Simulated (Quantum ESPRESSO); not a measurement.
# BN (P6_3/mmc) in Quantum ESPRESSO: energy-loss spectrum with PBEsol

Aim: the energy-loss spectrum of BN with PBEsol.

Everything below comes from runs of Quantum ESPRESSO 7.5. Logs are shortened: lines on timing, memory, paths and dates and some standing lists are left out, and cuts for length are marked.

## 1. The crystal as given

It takes space group P6_3/mmc (No. 194, hexagonal). Conventional cell: a = 2.498 Å, b = 2.498 Å, c = 6.636 Å, α = 90.00°, β = 90.00°, γ = 120.00°. N (site symmetry -6m2) has 3 B at 1.44 Å as nearest neighbours. B (site symmetry -6m2) has 3 N at 1.44 Å as nearest neighbours.

## 2. Energy-loss spectrum, PBEsol

Input file pw.in:

```
&CONTROL
  calculation = 'scf'
  prefix = 'pwscf'
  outdir = './tmp'
  pseudo_dir = './pseudo'
  tprnfor = .true.
  tstress = .true.
  disk_io = 'low'
/
&SYSTEM
  ibrav = 0
  celldm(1) = 8
  nat = 4
  ntyp = 2
  ecutwfc = 84
  nbnd = 14
  occupations = 'smearing'
  smearing = 'fd'
  degauss = 0.00367493
/
&ELECTRONS
  conv_thr = 8d-10
  electron_maxstep = 120
  mixing_beta = 0.5
/
ATOMIC_SPECIES
N     14.0070 N.upf
B     10.8100 B.upf
CELL_PARAMETERS alat
  0.5901236741981   0.0000000000000   0.0000000000000
 -0.2950618370991   0.5110620932419   0.0000000000000
  0.0000000000000   0.0000000000000   1.5674569556474
ATOMIC_POSITIONS crystal
N      0.6666666667    0.3333333333    0.2500000000
N      0.3333333333    0.6666666667    0.7500000000
B      0.6666666667    0.3333333333    0.7500000000
B      0.3333333333    0.6666666667    0.2500000000
K_POINTS automatic
6 6 2 0 0 1
```

Input file scf2.in:

```
&CONTROL
  calculation = 'scf'
  prefix = 'pwscf'
  outdir = './tmp'
  pseudo_dir = './pseudo'
  tprnfor = .true.
  tstress = .true.
  disk_io = 'low'
/
&SYSTEM
  ibrav = 0
  celldm(1) = 8
  nat = 4
  ntyp = 2
  ecutwfc = 84
  nbnd = 14
  occupations = 'fixed'
/
&ELECTRONS
  conv_thr = 1d-11
  electron_maxstep = 120
  mixing_beta = 0.5
  startingpot = 'file'
  startingwfc = 'file'
/
ATOMIC_SPECIES
N     14.0070 N.upf
B     10.8100 B.upf
CELL_PARAMETERS alat
  0.5901236741981   0.0000000000000   0.0000000000000
 -0.2950618370991   0.5110620932419   0.0000000000000
  0.0000000000000   0.0000000000000   1.5674569556474
ATOMIC_POSITIONS crystal
N      0.6666666667    0.3333333333    0.2500000000
N      0.3333333333    0.6666666667    0.7500000000
B      0.6666666667    0.3333333333    0.7500000000
B      0.3333333333    0.6666666667    0.2500000000
K_POINTS automatic
6 6 2 0 0 1
```

Input file eels.in:

```
&LR_INPUT
  prefix = 'pwscf'
  outdir = './tmp'
  restart_step = 5000
  restart = .false.
/
&LR_CONTROL
  calculator = 'lanczos'
  approximation = 'RPA_with_CLFE'
  q1 = 0
  q2 = 0
  q3 = 0.2695077404
  itermax = 300
/
```

Input file spectrum.in:

```
&LR_INPUT
  prefix = 'pwscf'
  outdir = './tmp'
  eels = .true.
  itermax0 = 300
  itermax = 20000
  extrapolation = 'osc'
  epsil = 0.02
  units = 1
  start = 0
  end = 40
  increment = 0.2
/
```

Input file spectrum_short.in:

```
&LR_INPUT
  prefix = 'pwscf'
  outdir = './tmp'
  eels = .true.
  itermax0 = 200
  itermax = 20000
  extrapolation = 'osc'
  epsil = 0.02
  units = 1
  start = 0
  end = 40
  increment = 0.2
/
```

Potentials or basis: PseudoDojo 0.4 SR PBEsol stringent.

Started as:

```
OMP_NUM_THREADS=1 pw.x -in pw.in > pw.out
OMP_NUM_THREADS=1 pw.x -in scf2.in > scf2.out
OMP_NUM_THREADS=1 turbo_eels.x -in eels.in > eels.out
OMP_NUM_THREADS=1 turbo_spectrum.x -in spectrum.in > spectrum.out
OMP_NUM_THREADS=1 turbo_spectrum.x -in spectrum_short.in > spectrum_short.out
```

pw.out:

```text
This program is part of the open-source Quantum ESPRESSO suite
     for quantum simulation of materials; please cite
[... 9 lines left out ...]
     --------------------
     sticks:   dense  smooth     PW     G-vecs:    dense   smooth      PW
     Sum         511     511    151                25183    25183    4151

     Using Slab Decomposition

     bravais-lattice index     =            0
     lattice parameter (alat)  =       8.0000  a.u.
     unit-cell volume          =     242.0373 (a.u.)^3
     number of atoms/cell      =            4
     number of atomic types    =            2
     number of electrons       =        16.00
     number of Kohn-Sham states=           14
     kinetic-energy cutoff     =      84.0000  Ry
     charge density cutoff     =     336.0000  Ry
     scf convergence threshold =      8.0E-10
     mixing beta               =       0.5000
     number of iterations used =            8  plain     mixing
     Exchange-correlation= PBESOL
                           (   1   4  10   8   0   0   0)

     celldm(1)=   8.000000  celldm(2)=   0.000000  celldm(3)=   0.000000
     celldm(4)=   0.000000  celldm(5)=   0.000000  celldm(6)=   0.000000

     crystal axes: (cart. coord. in units of alat)
               a(1) = (   0.590124   0.000000   0.000000 )
               a(2) = (  -0.295062   0.511062   0.000000 )
               a(3) = (   0.000000   0.000000   1.567457 )

     reciprocal axes: (cart. coord. in units 2 pi/alat)
               b(1) = (  1.694560  0.978355 -0.000000 )
               b(2) = (  0.000000  1.956709  0.000000 )
               b(3) = (  0.000000 -0.000000  0.637976 )

     PseudoPot. # 1 for N  read from file:
     N.upf
     Pseudo is Norm-conserving + core correction, Zval =  5.0
     Generated using ONCVPSP code by D. R. Hamann
     Using radial grid of 1058 points,  4 beta functions with:
                l(1) =   0
                l(2) =   0
                l(3) =   1
                l(4) =   1

     PseudoPot. # 2 for B  read from file:
     B.upf
     Pseudo is Norm-conserving + core correction, Zval =  3.0
     Generated using ONCVPSP code by D. R. Hamann
     Using radial grid of 1534 points,  4 beta functions with:
                l(1) =   0
                l(2) =   0
                l(3) =   1
                l(4) =   1

     atomic species   valence    mass     pseudopotential
     N                 5.00    14.00700     N ( 1.00)
     B                 3.00    10.81000     B ( 1.00)

     24 Sym. Ops., with inversion, found (12 have fractional translation)

   Cartesian axes

     site n.     atom                  positions (alat units)
         1        N      tau(   1) = (   0.2950618   0.1703540   0.3918642  )
         2        N      tau(   2) = (  -0.0000000   0.3407081   1.1755927  )
         3        B      tau(   3) = (   0.2950618   0.1703540   1.1755927  )
         4        B      tau(   4) = (  -0.0000000   0.3407081   0.3918642  )

     number of k points=     7  Fermi-Dirac smearing, width (Ry)=  0.0037
                       cart. coord. in units 2pi/alat
        k(    1) = (   0.0000000   0.0000000   0.1594940), wk =   0.0555556
        k(    2) = (   0.0000000   0.3261182   0.1594940), wk =   0.3333333
        k(    3) = (   0.0000000   0.6522365   0.1594940), wk =   0.3333333
        k(    4) = (   0.0000000  -0.9783547   0.1594940), wk =   0.1666667
        k(    5) = (   0.2824267   0.4891773   0.1594940), wk =   0.3333333
        k(    6) = (   0.2824267   0.8152956   0.1594940), wk =   0.6666667
        k(    7) = (   0.5648533   0.9783547   0.1594940), wk =   0.1111111

     Dense  grid:    25183 G-vectors     FFT dimensions: (  27,  27,  80)

     Initial potential from superposition of free atoms

     starting charge      15.9995, renormalised to      16.0000
     Starting wfcs are   16 randomized atomic wfcs

     Self-consistent Calculation

     iteration #  1     ecut=    84.00 Ry     beta= 0.50
     Davidson diagonalization with overlap
     ethr =  1.00E-02,  avg # of iterations =  6.7

     total energy              =     -53.32640540 Ry
     estimated scf accuracy    <       0.73367332 Ry

     iteration #  2     ecut=    84.00 Ry     beta= 0.50
     Davidson diagonalization with overlap
     ethr =  4.59E-03,  avg # of iterations =  2.0

     total energy              =     -53.47345605 Ry
     estimated scf accuracy    <       0.06481011 Ry

     iteration #  3     ecut=    84.00 Ry     beta= 0.50
     Davidson diagonalization with overlap
     ethr =  4.05E-04,  avg # of iterations =  2.3

     total energy              =     -53.47753316 Ry
     estimated scf accuracy    <       0.00866229 Ry

     iteration #  4     ecut=    84.00 Ry     beta= 0.50
     Davidson diagonalization with overlap
     ethr =  5.41E-05,  avg # of iterations =  5.6

     total energy              =     -53.47848805 Ry
     estimated scf accuracy    <       0.00108716 Ry

     iteration #  5     ecut=    84.00 Ry     beta= 0.50
     Davidson diagonalization with overlap
     ethr =  6.79E-06,  avg # of iterations =  4.0

     total energy              =     -53.47875340 Ry
     estimated scf accuracy    <       0.00013377 Ry

     iteration #  6     ecut=    84.00 Ry     beta= 0.50
     Davidson diagonalization with overlap
     ethr =  8.36E-07,  avg # of iterations =  1.6

     total energy              =     -53.47877221 Ry
     estimated scf accuracy    <       0.00000152 Ry

     iteration #  7     ecut=    84.00 Ry     beta= 0.50
     Davidson diagonalization with overlap
     ethr =  9.52E-09,  avg # of iterations =  3.7

     total energy              =     -53.47877349 Ry
     estimated scf accuracy    <       0.00000016 Ry

     iteration #  8     ecut=    84.00 Ry     beta= 0.50
     Davidson diagonalization with overlap
     ethr =  1.02E-09,  avg # of iterations =  1.7

     total energy              =     -53.47877350 Ry
     estimated scf accuracy    <       0.00000003 Ry

     iteration #  9     ecut=    84.00 Ry     beta= 0.50
     Davidson diagonalization with overlap
     ethr =  1.63E-10,  avg # of iterations =  2.0

     total energy              =     -53.47877350 Ry
     estimated scf accuracy    <          1.6E-09 Ry

     iteration # 10     ecut=    84.00 Ry     beta= 0.50
     Davidson diagonalization with overlap
     ethr =  9.87E-12,  avg # of iterations =  3.7

     End of self-consistent calculation

          k = 0.0000 0.0000 0.1595 (  3109 PWs)   bands (ev):

   -13.0481 -12.8325  -1.3632   0.1535   3.4062   3.4062   3.4326   3.4326
    10.4990  14.0037  16.3899  16.3901  16.4798  16.4801

          k = 0.0000 0.3261 0.1595 (  3136 PWs)   bands (ev):

   -12.5079 -12.3058  -0.6257   0.8213   1.4280   1.4720   2.4988   2.5341
    11.3183  13.9939  15.8444  15.9446  16.3627  17.8413

          k = 0.0000 0.6522 0.1595 (  3155 PWs)   bands (ev):

   -11.0453 -10.8903  -2.1996  -2.1399   1.1173   1.1613   1.4482   2.6933
    11.5157  12.1061  13.6064  15.0114  16.2907  18.4612

          k = 0.0000-0.9784 0.1595 (  3160 PWs)   bands (ev):

    -9.8185  -9.7678  -4.2437  -4.1981   0.5546   0.6012   3.3858   4.1245
     8.9969   9.9985  14.4594  14.7569  17.5851  18.2987

          k = 0.2824 0.4892 0.1595 (  3136 PWs)   bands (ev):

   -11.4936 -11.3207  -0.8027  -0.7910   0.7588   0.7771   0.8636   2.1363
    12.3702  12.9442  13.8632  17.0304  17.1559  17.4879

          k = 0.2824 0.8153 0.1595 (  3152 PWs)   bands (ev):

    -9.9380  -9.8429  -3.4130  -3.3582  -0.6290  -0.5770   3.1446   4.0498
     9.8764  10.5148  15.5424  16.8041  17.4736  17.8404

          k = 0.5649 0.9784 0.1595 (  3153 PWs)   bands (ev):

    -9.1922  -9.1922  -3.3428  -3.2260  -2.4367  -2.4367   4.6551   4.6551
     9.4273   9.4273  15.6095  17.7860  18.2018  18.2018

     the Fermi energy is     6.7702 ev

!    total energy              =     -53.47877350 Ry
     estimated scf accuracy    <          1.6E-10 Ry
     smearing contrib. (-TS)   =       0.00000000 Ry
     internal energy E=F+TS    =     -53.47877350 Ry

     The total energy is F=E-TS. E is the sum of the following terms:
     one-electron contribution =     -15.82493953 Ry
     hartree contribution      =      16.27168969 Ry
     xc contribution           =     -17.18125750 Ry
     ewald contribution        =     -36.74426616 Ry

     convergence has been achieved in  10 iterations

     Forces acting on atoms (cartesian axes, Ry/au):

     atom    1 type  1   force =    -0.00000000    0.00000000    0.00000000
     atom    2 type  1   force =     0.00000000   -0.00000000    0.00000000
     atom    3 type  2   force =     0.00000000    0.00000000    0.00000000
     atom    4 type  2   force =     0.00000000   -0.00000000    0.00000000

     Total force =     0.000000     Total SCF correction =     0.000000

     Computing stress (Cartesian axis) and pressure

          total   stress  (Ry/bohr**3)                   (kbar)     P=       25.13
   0.00022632   0.00000000   0.00000000           33.29        0.00        0.00
   0.00000000   0.00022632   0.00000000            0.00       33.29        0.00
  -0.00000000   0.00000000   0.00005994           -0.00        0.00        8.82

=------------------------------------------------------------------------------=
   JOB DONE.
=------------------------------------------------------------------------------=
```

Wall time 1.7 min (1 thread of Arm Neoverse V1, shared host); peak memory 0.14 GiB.

Results:

| Item | Value |
| --- | --- |
| Free energy | -727.6158 eV |
| Pressure | 2.5 GPa |
| Peak of the energy-loss function | 18.2 eV |

Energy-loss function at q = [0.0, 0.0, 0.4] (Å⁻¹, cartesian):
```json
{"energy (eV)": "0.0", "loss": "0.000"}
{"energy (eV)": "1.8", "loss": "0.002"}
{"energy (eV)": "3.4", "loss": "0.004"}
{"energy (eV)": "5.2", "loss": "0.008"}
{"energy (eV)": "7.0", "loss": "0.056"}
{"energy (eV)": "8.6", "loss": "0.114"}
{"energy (eV)": "10.4", "loss": "0.175"}
{"energy (eV)": "12.2", "loss": "0.259"}
{"energy (eV)": "13.8", "loss": "0.375"}
{"energy (eV)": "15.6", "loss": "0.573"}
{"energy (eV)": "17.4", "loss": "0.766"}
{"energy (eV)": "19.0", "loss": "0.763"}
{"energy (eV)": "20.8", "loss": "0.610"}
{"energy (eV)": "22.4", "loss": "0.495"}
{"energy (eV)": "24.2", "loss": "0.435"}
{"energy (eV)": "26.0", "loss": "0.432"}
{"energy (eV)": "27.6", "loss": "0.457"}
{"energy (eV)": "29.4", "loss": "0.482"}
{"energy (eV)": "31.2", "loss": "0.489"}
{"energy (eV)": "32.8", "loss": "0.496"}
{"energy (eV)": "34.6", "loss": "0.532"}
{"energy (eV)": "36.4", "loss": "0.624"}
{"energy (eV)": "38.0", "loss": "0.730"}
{"energy (eV)": "39.8", "loss": "0.730"}
```

Caveat: the k mesh is coarse (spacing up to 0.48 Å⁻¹), so the values aren't converged; the Lanczos chain is short for so many electrons, so humps in the spectrum may be artefacts; this functional lacks dispersion, which binds the layers, so the pressure and a relaxed spacing across them are unreliable.
